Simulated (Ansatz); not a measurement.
# MnSi: the cost of one run

Program: Ansatz 0.2.0. Level of theory: DFT PBE, scalar-relativistic, plane waves, PAW, unless a step names another level. These are calculated values, not measurements.

2 further runs of the same task are left out: 2 set aside as unsound or not needed.

**1. Starting point**

It takes space group P2_13 (No. 198, cubic). The conventional cell has a = 4.518 Å, b = 4.518 Å, c = 4.518 Å, α = 90.00°, β = 90.00°, γ = 90.00°. Mn (site symmetry 3) is surrounded by 7 Si at 2.28 to 2.53 Å. Si (site symmetry 3) has 7 Mn at 2.28 to 2.53 Å as nearest neighbours.

Coordinates:

```cif
data_structure
_symmetry_space_group_name_H-M 'P 1'
_symmetry_Int_Tables_number 1
_cell_length_a 4.5177
_cell_length_b 4.5177
_cell_length_c 4.5177
_cell_angle_alpha 90.000
_cell_angle_beta 90.000
_cell_angle_gamma 90.000
_cell_volume 92.21
loop_
_atom_site_label
_atom_site_type_symbol
_atom_site_fract_x
_atom_site_fract_y
_atom_site_fract_z
_atom_site_occupancy
Mn1 Mn 0.13641 0.13641 0.13641 1
Mn2 Mn 0.86359 0.63641 0.36359 1
Mn3 Mn 0.36359 0.86359 0.63641 1
Mn4 Mn 0.63641 0.36359 0.86359 1
Si1 Si 0.84518 0.84518 0.84518 1
Si2 Si 0.15482 0.34518 0.65482 1
Si3 Si 0.65482 0.15482 0.34518 1
Si4 Si 0.34518 0.65482 0.15482 1
```

It came out lowest among 14 distinct ends of the trial cells. At a tolerance of 0.05 Å it has space group P2_13 (No. 198). Site moments: 1.0 1.0 1.0 1.0 0.0 0.0 0.0 0.0 μB.

**2. Relaxing to 0.001 eV/Å, on the response runs' mesh and smearing**

input.yaml reads:

```yaml
crystal:
  lattice:
    - [4.5177423063, 0.0, 0.0]
    - [0.0, 4.5177423063, 0.0]
    - [0.0, 0.0, 4.5177423063]
  atoms:
    - { symbol: Mn, position: [0.1364060419, 0.1364060419, 0.1364060419], spin: 1.09 }
    - { symbol: Mn, position: [0.8635939581, 0.6364060419, 0.3635939581], spin: 1.09 }
    - { symbol: Mn, position: [0.3635939581, 0.8635939581, 0.6364060419], spin: 1.09 }
    - { symbol: Mn, position: [0.6364060419, 0.3635939581, 0.8635939581], spin: 1.09 }
    - { symbol: Si, position: [0.8451840549, 0.8451840549, 0.8451840549] }
    - { symbol: Si, position: [0.1548159451, 0.3451840549, 0.6548159451] }
    - { symbol: Si, position: [0.6548159451, 0.1548159451, 0.3451840549] }
    - { symbol: Si, position: [0.3451840549, 0.6548159451, 0.1548159451] }
basis:
  ecutwfc: 420
kpoints:
  mp_grid: { grid: [8, 8, 8] }
hamiltonian:
  xc: pbe
scf:
  occupations: { method: gaussian, width: 0.1 }
output:
  forces: true
  stress: true
  eigenvalues: true
  populations: true
magnetization:
  spin_polarized: true
relax:
  adjacent_minimum: "off"
  f_tol: 0.001
  max_steps: 60
  cell: { stress_tol: 0.01 }
```

On the command line:

```console
> ansatz run input.yaml --threads 3 --pin off --max-ram 7680MiB --backend cpu --events-out ev --progress --plain --runs-dir out
```

**Question.** How long does this run take on 3 threads of Intel Xeon 6975P-C (Granite Rapids), shared host, and how much memory does it need?

About 21 s, with a peak of 0.64 GiB.
